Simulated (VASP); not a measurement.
# KBr: molecular dynamics at constant energy

KBr, Fm-3m (no. 225), 8 atoms in the cell. PBE, molecular dynamics; PAW potentials Br, K_pv (PBE set).

Ensemble: NVE; Starting temperature (K): 1000.

## Input

INCAR:
```
SYSTEM = KBr
GGA = PE ; PREC = Normal
ENCUT = 220 ; EDIFF = 1E-6
NELMIN = 4 ; NELM = 60
ALGO = Normal ; LREAL = Auto
LASPH = .True. ; ISMEAR = 0
SIGMA = 0.05 ; ISYM = 0
LWAVE = .False. ; LCHARG = .False.
IBRION = 0 ; NSW = 60
POTIM = 2.0 ; TEBEG = 1000
ISIF = 2 ; RANDOM_SEED = 424078 0 0
MDALGO = 1 ; ANDERSEN_PROB = 0.0
KPAR = 2
```

KPOINTS:
```
k-points
0
Monkhorst-Pack
  2 2 2
```

POSCAR:
```
KBr
1.0
    6.6000000000      0.0000000000      0.0000000000
    0.0000000000      6.6000000000      0.0000000000
    0.0000000000      0.0000000000      6.6000000000
Br K
4 4
Direct
    0.5000000000      0.0000000000      0.0000000000
    0.5000000000      0.5000000000      0.5000000000
    0.0000000000      0.0000000000      0.5000000000
    0.0000000000      0.5000000000      0.0000000000
    0.0000000000      0.0000000000      0.0000000000
    0.0000000000      0.5000000000      0.5000000000
    0.5000000000      0.0000000000      0.5000000000
    0.5000000000      0.5000000000      0.0000000000
```

Commands:
```
cat potpaw_PBE.64/Br/POTCAR potpaw_PBE.64/K_pv/POTCAR > POTCAR
mpirun -np 2 vasp_std > vasp.out
```

## Result

- Rise of the mean potential energy above the start (meV/atom): 50.2
- Mean temperature (K): 556
- Standard error of the mean temperature (K): 127
- Relative fluctuation of the kinetic energy: 0.487
- Canonical value of that fluctuation: 0.309
- Electronic steps per ionic step after the first: 4.1

Course of the run:

| Time (fs) | Temperature (K) | Potential energy less the first (meV/atom) |
|---|---|---|
| 2 | 1000 | 0.0 |
| 12 | 954 | 5.2 |
| 20 | 851 | 16.9 |
| 30 | 649 | 39.7 |
| 38 | 457 | 61.4 |
| 48 | 249 | 85.0 |
| 56 | 163 | 94.7 |
| 66 | 185 | 92.3 |
| 74 | 276 | 81.9 |
| 84 | 429 | 64.6 |
| 92 | 553 | 50.6 |
| 102 | 686 | 35.5 |
| 110 | 762 | 27.0 |
| 120 | 797 | 22.9 |

The mean temperature lies below the starting 1000 K, since the atoms start on their sites and part of their kinetic energy turns into potential energy.

REPORT:
```
MDALGO =   1
         ANDERSEN_PROB =  0.00000000
               SCALING =       0
                 CNEXP =     9.000   14.000
           RANDOM_SEED =            424078                0                0

   original number of atomic DOF:         21
   number of independent constraints:      0
   number of active DOF:                  21

========================================
         MD step No.       1
========================================

  Atomic velocities initialized by STEP_tb

  >Energies
                    E_tot             E_pot             E_kin               EPS                ES
   e_b>   -0.23811837E+02   -0.24716662E+02    0.90482546E+00    0.00000000E+00    0.00000000E+00

  >Temperature
               T_sim     T_inst
   tmprt>   1000.000   1000.000

  >Thermostat, num. of collisions:                0

           RANDOM_SEED =            424078               96                0

[... steps left out ...]

========================================
         MD step No.      60
========================================

  >Energies
                    E_tot             E_pot             E_kin               EPS                ES
   e_b>   -0.23811846E+02   -0.24533240E+02    0.72139445E+00    0.00000000E+00    0.00000000E+00

  >Temperature
               T_sim     T_inst
   tmprt>   1000.000    797.275

  >Thermostat, num. of collisions:                0

           RANDOM_SEED =            424078             2928                0
```

OSZICAR:
```
N       E                     dE             d eps       ncg     rms          rms(c)
DAV:   1     0.272442189896E+03    0.27244E+03   -0.15493E+04   296   0.768E+02
DAV:   2    -0.353607860259E+01   -0.27598E+03   -0.27059E+03   353   0.213E+02
DAV:   3    -0.251278632485E+02   -0.21592E+02   -0.21570E+02   279   0.571E+01
DAV:   4    -0.253765733455E+02   -0.24871E+00   -0.24849E+00   319   0.726E+00
DAV:   5    -0.253793979766E+02   -0.28246E-02   -0.28245E-02   317   0.773E-01    0.555E+00
DAV:   6    -0.247118633593E+02    0.66753E+00   -0.14495E+00   299   0.406E+00    0.399E+00
DAV:   7    -0.246762851234E+02    0.35578E-01   -0.67337E-01   300   0.315E+00    0.186E+00
DAV:   8    -0.247120678951E+02   -0.35783E-01   -0.58378E-02   271   0.121E+00    0.162E-01
DAV:   9    -0.247143960224E+02   -0.23281E-02   -0.13848E-03   336   0.196E-01    0.123E-01
DAV:  10    -0.247166596276E+02   -0.22636E-02   -0.33850E-03   272   0.263E-01    0.343E-02
DAV:  11    -0.247166513986E+02    0.82291E-05   -0.21864E-04   304   0.700E-02    0.624E-03
DAV:  12    -0.247166593235E+02   -0.79249E-05   -0.89080E-06   280   0.144E-02    0.268E-03
[... left out ...]
     58 T=   792. E= -.23811785E+02 F= -.24528222E+02 E0= -.24528222E+02  EK= 0.71644E+00 SP= 0.00E+00 SK= 0.00E+00
     59 T=   796. E= -.23811817E+02 F= -.24532139E+02 E0= -.24532139E+02  EK= 0.72032E+00 SP= 0.00E+00 SK= 0.00E+00
[... last step whole ...]
       N       E                     dE             d eps       ncg     rms          rms(c)
DAV:   1    -0.245332365598E+02   -0.10973E-02   -0.49526E-03   191   0.117E+00    0.324E-03
DAV:   2    -0.245332403499E+02   -0.37900E-05   -0.42536E-05   274   0.299E-02    0.216E-03
DAV:   3    -0.245332403090E+02    0.40871E-07   -0.22735E-07   160   0.252E-03    0.146E-03
DAV:   4    -0.245332402654E+02    0.43543E-07   -0.10886E-07   137   0.167E-03
     60 T=   797. E= -.23811846E+02 F= -.24533240E+02 E0= -.24533240E+02  EK= 0.72139E+00 SP= 0.00E+00 SK= 0.00E+00
```

Limits: 120 fs of 8 atoms are too short for converged averages.

VASP 6.6.1 took 214 s on 2 cores (Intel Xeon Platinum 8259CL @ 2.50GHz (Skylake/Cascade Lake)), a shared host.
